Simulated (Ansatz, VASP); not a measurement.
# Two plane-wave programs on Mg

```
Mg
1.0
     4.79613    0.00000    0.00000
    -2.39806    4.15357    0.00000
     0.00000    0.00000    2.90636
Mg
3
Direct
  0.00000 0.00000 0.00000
  0.33333 0.66667 0.50000
  0.66667 0.33333 0.50000
```

Alike in both runs: task single point; functional LDA; k mesh 8 × 8 × 12; occupations fermi-dirac, width 0.1 eV; no spin polarisation.

|  | VASP | Ansatz |
| --- | --- | --- |
| version | VASP 6.6.1 | Ansatz 0.2.0 |
| potentials or method | VASP PAW LDA potentials, release 64 (Mg) | plane waves (420 eV) with PAW, scalar-relativistic |
| plane-wave cutoff (eV) | 520 | 420 |
| valence electrons in the cell | 6 | 30 |

```tsv
	VASP	Ansatz	Ansatz less VASP
pressure (GPa)	5.8	6.1	+0.32
largest component of the traceless stress (GPa)	0.10	0.10	-0.009
```

The two sets of potentials don't hold the same shells in valence. Ansatz warned: «pseudo_functional_mismatch».
